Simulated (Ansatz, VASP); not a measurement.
**In in VASP and in Ansatz**

The input INCAR:

```
ALGO = Normal
EDIFF = 1E-6
ENCUT = 520
GGA = CA
ISIF = 2
ISMEAR = -1
LASPH = T
LCHARG = F
LREAL = F
LWAVE = F
NBANDS = 26
NELM = 60
PREC = Accurate
SIGMA = 0.1
```

KPOINTS

```
k-points
0
Gamma
  8 8 11
```

The input POSCAR:

```
In
1.0
    5.0531136317      0.0000000000      0.0000000000
   -2.5265568159      4.3761247732      0.0000000000
    0.0000000000      0.0000000000      3.1163092869
In
3
Direct
    0.0000000000      0.0000000000      0.0000000000
    0.3333333333      0.6666666667      0.5000000000
    0.6666666667      0.3333333333      0.5000000000
```

Input for Ansatz:

```yaml
crystal:
  lattice:
    - [5.0531136317, 0.0, 0.0]
    - [-2.5265568159, 4.3761247732, 0.0]
    - [0.0, 0.0, 3.1163092869]
  atoms:
    - { symbol: In, position: [0.0, 0.0, 0.0] }
    - { symbol: In, position: [0.3333333333, 0.6666666667, 0.5] }
    - { symbol: In, position: [0.6666666667, 0.3333333333, 0.5] }
hamiltonian:
  xc: lda
  pseudopotentials:
    kind: paw
    azcp:
      In: "pseudopotentials/In.paw.azcp"
basis:
  ecutwfc: 420
  fft_grid_basis: typed
kpoints:
  mp_grid: { grid: [8, 8, 11], shift: [0, 0, 0] }
magnetization:
  spin_polarized: false
scf:
  occupations: { method: fermi_dirac, width: 0.1 }
  lower_state_search: "off"
output:
  stress: true
```

Alike in both runs: task single point; functional LDA; k mesh 8 × 8 × 11; occupations fermi-dirac, width 0.1 eV; no spin polarisation.

|  | VASP | Ansatz |
| --- | --- | --- |
| version | VASP 6.6.1 | Ansatz 0.2.0 |
| potentials or method | VASP PAW LDA potentials, release 64 (In_d) | plane waves (420 eV) with PAW, scalar-relativistic |
| plane-wave cutoff (eV) | 520 | 420 |
| valence electrons in the cell | 39 | 39 |

|  | VASP | Ansatz | Ansatz less VASP |
| --- | --- | --- | --- |
| pressure (GPa) | 5.0 | 5.0 | -0.07 |
| largest component of the traceless stress (GPa) | 0.34 | 0.34 | +0.006 |

Ansatz warned: «pseudo_functional_mismatch».
